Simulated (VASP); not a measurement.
# Ti3HSe3 in VASP: a series of runs

The runs below take Ti3HSe3 through single point, with LDA.

Everything below comes from runs of VASP 6.6.1. Logs are shortened: lines on timing, memory, paths and dates and some standing lists are left out, and cuts for length are marked.

## (1) The structure

The cell holds a slab with vacuum, 14 atoms: a = 5.939 Å, b = 7.585 Å, c = 16.571 Å, α = 90.00°, β = 90.00°, γ = 113.05°.

## (2) Single point, LDA

The input, INCAR:

```
SYSTEM = Ti3HSe3
PREC = Accurate ; ENCUT = 520
EDIFF = 1E-6 ; ISMEAR = -1
SIGMA = 0.05 ; LREAL = .FALSE.
LASPH = .TRUE. ; NELM = 100
ALGO = Fast ; ISIF = 2
LWAVE = .FALSE. ; LCHARG = .TRUE.
LELF = .TRUE. ; LVHAR = .TRUE.
NBANDS = 68
```

The input, KPOINTS:

```
Automatic mesh
0
G
  2 2 1
  0 0 0
```

The input, POSCAR:

```
Ti3HSe3
1.0
    5.9394410000      0.0000000000      0.0000000000
   -2.9697210000      6.9790320000      0.0000000000
    0.0000000000      0.0000000000     16.5705590000
Ti Se H
6 6 2
Direct
    0.0000000000      0.0000000000      0.0603479943
    0.8098887257      0.5179228294      0.1188855488
    0.5461847614      0.0501502214      0.1507130810
    0.3159094624      0.5851814406      0.2067341241
    0.1657995817      0.1409077935      0.2099567070
    0.8542016320      0.6476972738      0.2760136215
    0.2158804371      0.7650917778      0.0854225859
    0.3916228590      0.2982505310      0.0743607986
    0.7445039586      0.8114019251      0.1705434319
    0.8882946838      0.3272946735      0.2275360777
    0.3079013672      0.9021594972      0.2794051788
    0.4056226398      0.4072341265      0.3227591779
    0.7078767816      0.8148551260      0.3246239309
    0.8104048309      0.8449452589      0.3584851905
```

Potentials or basis: VASP PAW LDA potentials, release 64 (Ti_sv, Se, H).

The run is started by

```bash
$ cat potpaw_LDA.64/Ti_sv/POTCAR potpaw_LDA.64/Se/POTCAR potpaw_LDA.64/H/POTCAR > POTCAR
$ mpirun -np 1 vasp_std > vasp.out
```

OUTCAR:

```text
SYSTEM = Ti3HSe3
   PREC = Accurate
   ENCUT = 520
   EDIFF = 1E-6
   ISMEAR = -1
   LREAL = .FALSE.
   LASPH = .TRUE.
   NELM = 100
   ISIF = 2

 ion  position               nearest neighbor table
   1  0.000  0.000  0.060-   9 2.45   8 2.54   7 2.60   5 2.73
   2  0.810  0.518  0.119-  10 2.46   7 2.47   8 2.50   9 2.55   6 2.76
   3  0.546  0.050  0.151-   7 2.52   9 2.54  11 2.56  10 2.61   8 2.71   5 2.79
   4  0.316  0.585  0.207-   9 2.52  12 2.52  10 2.55   7 2.63  11 2.71
   5  0.166  0.141  0.210-  11 2.55  10 2.57   8 2.65  12 2.71   1 2.73   3 2.79   9 2.83
   6  0.854  0.648  0.276-   9 2.38  11 2.63  10 2.64  12 2.69   2 2.76
   7  0.216  0.765  0.085-   2 2.47   3 2.52   1 2.60   4 2.63
   8  0.392  0.298  0.074-   2 2.50   1 2.54   5 2.65   3 2.71
   9  0.745  0.811  0.171-   6 2.38   1 2.45   4 2.52   3 2.54   2 2.55   5 2.83
  10  0.888  0.327  0.228-   2 2.46   4 2.55   5 2.57   3 2.61   6 2.64
  11  0.308  0.902  0.279-   5 2.55   3 2.56   6 2.63   4 2.71
  12  0.406  0.407  0.323-   4 2.52   6 2.69   5 2.71
  13  0.708  0.815  0.325-  14 0.79
  14  0.810  0.845  0.358-  13 0.79

  LATTYP: Found a base centered orthorhombic cell.
 ALAT       =     5.9394410000
 B/A-ratio  =     2.3500635834
 C/A-ratio  =     2.7899189503

  Lattice vectors:

 A1 = (   2.9697210000,  -6.9790320000,   0.0000000000)
 A2 = (   2.9697200000,   6.9790320000,   0.0000000000)
 A3 = (   0.0000000000,   0.0000000000,  16.5705590000)

Analysis of symmetry for initial positions (statically):
=====================================================================
 Subroutine PRICEL returns:
 Original cell was already a primitive cell.

 Routine SETGRP: Setting up the symmetry group for a
 base centered orthorhombic supercell.

 Subroutine GETGRP returns: Found  1 space group operations
 (whereof  1 operations were pure point group operations)
 out of a pool of  8 trial point group operations.

The static configuration has the point symmetry C_1 .

Analysis of symmetry for dynamics (positions and initial velocities):
=====================================================================
 Subroutine PRICEL returns:
 Original cell was already a primitive cell.

 Routine SETGRP: Setting up the symmetry group for a
 base centered orthorhombic supercell.

 Subroutine GETGRP returns: Found  1 space group operations
 (whereof  1 operations were pure point group operations)
 out of a pool of  8 trial point group operations.

The dynamic configuration has the point symmetry C_1 .

 Subroutine INISYM returns: Found  1 space group operations
 (whereof  1 operations are pure point group operations),
 and found     1 'primitive' translations

----------------------------------------------------------------------------------------

                                     Primitive cell

  volume of cell :     686.8753

  direct lattice vectors                    reciprocal lattice vectors
     5.939441000  0.000000000  0.000000000     0.168366013  0.071643185  0.000000000
    -2.969721000  6.979032000  0.000000000     0.000000000  0.143286347  0.000000000
     0.000000000  0.000000000 16.570559000     0.000000000  0.000000000  0.060347994

  length of vectors
     5.939441000  7.584598241 16.570559000     0.182975027  0.143286347  0.060347994

  position of ions in fractional coordinates (direct lattice)
     0.000000000  0.000000000  0.060347994
     0.809888726  0.517922829  0.118885549
     0.546184761  0.050150221  0.150713081
     0.315909462  0.585181441  0.206734124
     0.165799582  0.140907793  0.209956707
     0.854201632  0.647697274  0.276013621
     0.215880437  0.765091778  0.085422586
     0.391622859  0.298250531  0.074360799
     0.744503959  0.811401925  0.170543432
     0.888294684  0.327294673  0.227536078
     0.307901367  0.902159497  0.279405179
     0.405622640  0.407234127  0.322759178
     0.707876782  0.814855126  0.324623931
     0.810404831  0.844945259  0.358485190

  ion indices of the primitive-cell ions
   primitive index   ion index
                 1           1
                 2           2
                 3           3
                 4           4
                 5           5
                 6           6
                 7           7
                 8           8
                 9           9
                10          10
                11          11
                12          12
                13          13
                14          14

----------------------------------------------------------------------------------------

 KPOINTS: Automatic mesh

Automatic generation of k-mesh.
 Grid dimensions read from file:
 generate k-points for:    2    2    1

 Generating k-lattice:

  Cartesian coordinates                     Fractional coordinates (reciprocal lattice)
     0.084183006  0.035821593  0.000000000     0.500000000  0.000000000  0.000000000
     0.000000000  0.071643173  0.000000000     0.000000000  0.500000000  0.000000000
     0.000000000  0.000000000  0.060347994     0.000000000  0.000000000  1.000000000

  Length of vectors
     0.091487513  0.071643173  0.060347994

  Shift w.r.t. Gamma in fractional coordinates (k-lattice)
     0.000000000  0.000000000  0.000000000

 Subroutine IBZKPT returns following result:
 ===========================================

 Found      4 irreducible k-points:

 Following reciprocal coordinates:
            Coordinates               Weight
  0.000000  0.000000  0.000000      1.000000
  0.500000 -0.000000  0.000000      1.000000
  0.500000  0.500000  0.000000      1.000000
  0.000000  0.500000  0.000000      1.000000
   k-points           NKPTS =      4   k-points in BZ     NKDIM =      4   number of bands    NBANDS=     68
   number of dos      NEDOS =    301   number of ions     NIONS =     14
   total plane-waves  NPLWV = 338688
   dimension x,y,z NGX =    48 NGY =   56 NGZ =  126
   dimension x,y,z NGXF=    96 NGYF=  112 NGZF=  252
   ions per type =               6   6   2
   NGX,Y,Z   is equivalent  to a cutoff of  13.44, 12.27, 12.64 a.u.
   NGXF,Y,Z  is equivalent  to a cutoff of  26.87, 24.55, 25.28 a.u.
 SYSTEM =  Ti3HSe3
   PREC   = accura    normal or accurate (medium, high low for compatibility)
   ISTART =      0    job   : 0-new  1-cont  2-samecut
   ICHARG =      2    charge: 1-file 2-atom 10-const
   ISPIN  =      1    spin polarized calculation?
   LNONCOLLINEAR =      F non collinear calculations
   LSORBIT =      F    spin-orbit coupling
   LASPH  =      T    aspherical Exc in radial PAW
   ENCUT  =  520.0 eV  38.22 Ry    6.18 a.u.  11.04 14.10 30.81*2*pi/ulx,y,z
   NELM   =    100;   NELMIN=  2; NELMDL= -5     # of ELM steps
   EDIFF  = 0.1E-05   stopping-criterion for ELM
   LREAL  =      F    real-space projection
   EDIFFG = 0.1E-04   stopping-criterion for IOM
   NSW    =      0    number of steps for IOM
   IBRION =     -1    ionic relax: 0-MD 1-quasi-New 2-CG
   NFREE  =      0    steps in history (QN), initial steepest desc. (CG)
   ISIF   =      2    stress and relaxation
   ISYM   =      2    0-nonsym 1-usesym 2-fastsym
   POTIM  = 0.5000    time-step for ionic-motion
   TEBEG  =    0.0;   TEEND  =   0.0 temperature during run
   PSTRESS=    0.0 pullay stress
   NELECT =     110.0000    total number of electrons
   NUPDOWN=      -1.0000    fix difference up-down
   EMIN   =  10.00;   EMAX   =-10.00  energy-range for DOS
   EFERMI =   0.00;   METHOD = LEGACY
   ISMEAR =    -1;   SIGMA  =   0.05  broadening in eV -4-tet -1-fermi 0-gaus
   EFERMI_NEDOS =   21; number of points for ismear=-14 and -15
   IALGO  =     68    algorithm
   IMIX   =      4    mixing-type and parameters
     AMIX     =   0.40;   BMIX     =  1.00
     AMIX_MAG =   1.60;   BMIX_MAG =  1.00
  volume/ion in A,a.u.               =      49.06       331.09
  Fermi-wavevector in a.u.,A,eV,Ry     =   0.889023  1.680010 10.753531  0.790362
  Thomas-Fermi vector in A             =   2.010529
   LORBIT       =      0    0 simple, 1 ext, 2 COOP (PROOUT), +10 PAW based schemes
   GGA     = CA    functional components
   LHFCALC =     F    Hartree Fock is set to
   AEXX    =    0.0000 exact exchange contribution
   IVDW    =     0    specifies the selected vdW correction
   LEPSILON=     F    determine dielectric tensor
   LRPA    =     F    only Hartree local field effects (RPA)
 non-spin polarized calculation
 RMM-DIIS sequential band-by-band and
  energy-cutoff  :      520.00
  volume of cell :      686.88
 maximum number of plane-waves:     18518
 NGX is ok and might be reduce to    48
   NGX = 23   NGY = 29   NGZ = 61

 number of electron     109.9999998 magnetization

 Free energy of the ion-electron system (eV)
  ---------------------------------------------------
  ext. energy  EPLUGINS =         0.00000000
  ---------------------------------------------------
  free energy    TOTEN  =       -90.26586315 eV

  energy without entropy =      -90.16265183  energy(sigma->0) =      -90.21425749

 E-fermi :  -0.2327     XC(G=0):  -4.7149

 val. band max:       -0.2850420820   @ k =   0.0000   0.5000   0.0000
 cond. band min:      -0.2268250156   @ k =   0.5000  -0.0000   0.0000
 fundamental gap:      0.0582170665
 Fermi energy:        -0.2326837313

 k-point     1 :       0.0000    0.0000    0.0000
  band No.  band energies     occupation
      1     -56.9870      2.00000
      2     -56.8704      2.00000
      3     -56.7789      2.00000
      4     -56.7346      2.00000
      5     -56.7075      2.00000
      6     -56.6668      2.00000
[... 59 lines left out ...]
     66       1.1428      0.00000
     67       1.1980      0.00000

 k-point     2 :       0.5000   -0.0000    0.0000
  band No.  band energies     occupation
      1     -56.9868      2.00000
      2     -56.8698      2.00000
      3     -56.7791      2.00000
      4     -56.7351      2.00000
      5     -56.7077      2.00000
      6     -56.6669      2.00000
[... 59 lines left out ...]
     66       1.1013      0.00000
     67       1.3033      0.00000

 k-point     3 :       0.5000    0.5000    0.0000
  band No.  band energies     occupation
      1     -56.9868      2.00000
      2     -56.8698      2.00000
      3     -56.7791      2.00000
      4     -56.7350      2.00000
      5     -56.7078      2.00000
      6     -56.6668      2.00000
[... 59 lines left out ...]
     66       1.0749      0.00000
     67       1.2003      0.00000

 k-point     4 :       0.0000    0.5000    0.0000
  band No.  band energies     occupation
      1     -56.9870      2.00000
      2     -56.8704      2.00000
      3     -56.7790      2.00000
      4     -56.7346      2.00000
      5     -56.7075      2.00000
      6     -56.6668      2.00000
[... 59 lines left out ...]
     66       1.0498      0.00000
     67       1.1575      0.00000
 [bands above 67 left out]

------------------------ aborting loop because EDIFF is reached ----------------------------------------

  FORCE on cell =-STRESS in cart. coord.  units (eV):
  Direction    XX          YY          ZZ          XY          YZ          ZX
  --------------------------------------------------------------------------------------
  -------------------------------------------------------------------------------------
  Total      -10.4683661    -15.7869716     -2.4897634     -1.5482395     -1.4193111     -0.6734865
  in kB      -24.4180828    -36.8240446     -5.8075203     -3.6113601     -3.3106271     -1.5709471
  external PRESSURE =     -22.3498826 kB  Pullay stress =       0.0000000 kB

 VOLUME and BASIS-vectors are now :
 -----------------------------------------------------------------------------
  energy-cutoff  :      520.00
  volume of cell :      686.88
      direct lattice vectors                 reciprocal lattice vectors
     5.939441000  0.000000000  0.000000000     0.168366013  0.071643185  0.000000000
    -2.969721000  6.979032000  0.000000000     0.000000000  0.143286347  0.000000000
     0.000000000  0.000000000 16.570559000     0.000000000  0.000000000  0.060347994

 POSITION                                       TOTAL-FORCE (eV/Angst)
 -----------------------------------------------------------------------------------
      0.00000      0.00000      1.00000         1.262405      0.236827      1.020303
      3.27220      3.61460      1.97000        -0.086025      0.346873      0.545394
      3.09510      0.35000      2.49740        -0.592891      0.114461     -0.470096
      0.13850      4.08400      3.42570        -0.562162      0.389139      0.328917
      0.56630      0.98340      3.47910        -0.452917      0.129058     -0.174100
      3.15000      4.52030      4.57370         0.334365     -1.325240      0.543050
     -0.98990      5.33960      1.41550         0.014232     -0.230318     -1.179292
      1.44030      2.08150      1.23220        -0.240504     -0.472477      0.528997
      2.01230      5.66280      2.82600         0.309475      0.529802     -0.502616
      4.30400      2.28420      3.77040        -0.397238      0.544640      0.126708
     -0.85040      6.29620      4.62990        -0.123472     -0.644938      0.156344
      1.19980      2.84210      5.34830         0.500944      0.533624     -0.818465
      1.78450      5.68690      5.37920        -0.524643     -0.025282     -0.198106
      2.30410      5.89690      5.94030         0.558431     -0.126168      0.092962
 -----------------------------------------------------------------------------------
    total drift:                               -0.004100     -0.001869     -0.016362

  FREE ENERGIE OF THE ION-ELECTRON SYSTEM (eV)
  ---------------------------------------------------
  free  energy   TOTEN  =       -90.2658631502 eV

  energy  without entropy=      -90.1626518273  energy(sigma->0) =      -90.21425749
```

Wall time 14 min (1 thread of Intel Xeon 6975P-C (Granite Rapids), shared host); peak memory 0.59 GiB.

Results:

```
Free energy            : -90.2659 eV
Largest force          : 1.640 eV/Å
Band gap on the k mesh : none (metal or under the smearing width)
```

Forces in eV/Å, atoms in the order of the input:
```
Ti   1.262  0.237  1.020
Ti  -0.086  0.347  0.545
Ti  -0.593  0.114 -0.470
Ti  -0.562  0.389  0.329
Ti  -0.453  0.129 -0.174
Ti   0.334 -1.325  0.543
Se   0.014 -0.230 -1.179
Se  -0.241 -0.472  0.529
Se   0.309  0.530 -0.503
Se  -0.397  0.545  0.127
Se  -0.123 -0.645  0.156
Se   0.501  0.534 -0.818
H   -0.525 -0.025 -0.198
H    0.558 -0.126  0.093
```

Levels at points of the mesh, in eV from the Fermi level:
```
           k point  band 53  band 54  band 55  band 56  band 57  band 58
(0.00, 0.00, 0.00)    -0.33    -0.20    -0.07     0.01     0.27     0.39
(0.50, 0.00, 0.00)    -0.48    -0.37    -0.22     0.01     0.20     0.38
(0.50, 0.50, 0.00)    -0.45    -0.28    -0.19     0.02     0.28     0.39
(0.00, 0.50, 0.00)    -0.37    -0.05     0.08     0.21     0.29     0.30
```

Caveat: the k mesh is coarse (spacing up to 0.57 Å⁻¹), so the values aren't converged.

## (3) Single point, LDA

The input, INCAR:

```
SYSTEM = Ti3HSe3
PREC = Accurate
ENCUT = 520
EDIFF = 1E-7
ISMEAR = -1
SIGMA = 0.05
LREAL = .False.
LASPH = .True.
NELM = 100
ALGO = Fast
ISIF = 2
LWAVE = .False.
LCHARG = .False.
GGA = CA
NBANDS = 68
```

The input, KPOINTS:

```
regular mesh
0
Gamma
  2 2 1
  0 0 0
```

The input, POSCAR:

```
Ti3HSe3
1.0
    5.9394410000      0.0000000000      0.0000000000
   -2.9697210000      6.9790320000      0.0000000000
    0.0000000000      0.0000000000     16.5705590000
Ti Se H
6 6 2
Direct
    0.0000000000      0.0000000000      0.0603479943
    0.8131669014      0.5139394690      0.1186381220
    0.5416886426      0.0523711598      0.1490233371
    0.3176797772      0.5878465667      0.2062332357
    0.1655166862      0.1332706312      0.2118818080
    0.8491026408      0.6483420623      0.2734729709
    0.2158804371      0.7650917778      0.0854225859
    0.3897062906      0.3028356941      0.0719951572
    0.7513026369      0.8176921957      0.1700485783
    0.8848318191      0.3197291544      0.2290508123
    0.3066245987      0.9060712145      0.2786810029
    0.4046403547      0.4095123794      0.3245696177
    0.6831306459      0.8084645550      0.3245153045
    0.7976275759      0.8498313233      0.3584731209
```

Potentials or basis: VASP PAW LDA potentials, release 64 (Ti_sv, Se, H).

The run is started by

```bash
$ cat potpaw_LDA.64/Ti_sv/POTCAR potpaw_LDA.64/Se/POTCAR potpaw_LDA.64/H/POTCAR > POTCAR
$ mpirun -np 1 vasp_std > vasp.out
```

Run time: 18 min. Hardware: 1 thread of Intel Xeon 6975P-C (Granite Rapids), shared host; peak memory 0.59 GiB.

It converged, with:

* Free energy: -90.0668 eV
* Largest force: 1.840 eV/Å
* Band gap on the k mesh: none (metal or under the smearing width)

Forces on the atoms (eV/Å):
```
Ti   1.343  0.340  0.797
Ti  -0.226  0.378  0.600
Ti  -0.562  0.139 -0.505
Ti  -0.547  0.150  0.421
Ti  -0.669  0.738 -0.477
Ti   0.370 -1.474  1.037
Se   0.016 -0.239 -1.202
Se  -0.174 -0.576  0.796
Se  -0.057  0.395 -0.602
Se  -0.335  0.882 -0.002
Se   0.160 -1.045  0.386
Se   0.480  0.551 -1.036
H    0.323  0.237  0.524
H   -0.124 -0.476 -0.736
```

Levels at points of the mesh, in eV from the Fermi level:
| k point | band 53 | band 54 | band 55 | band 56 | band 57 | band 58 |
| --- | --- | --- | --- | --- | --- | --- |
| (0.00, 0.00, 0.00) | -0.30 | -0.22 | -0.07 | -0.02 | 0.31 | 0.38 |
| (0.50, 0.00, 0.00) | -0.49 | -0.38 | -0.16 | 0.03 | 0.23 | 0.36 |
| (0.50, 0.50, 0.00) | -0.49 | -0.29 | -0.16 | 0.03 | 0.33 | 0.35 |
| (0.00, 0.50, 0.00) | -0.37 | -0.06 | 0.08 | 0.18 | 0.25 | 0.31 |

Caveat: the k mesh is coarse (spacing up to 0.57 Å⁻¹), so the values aren't converged.
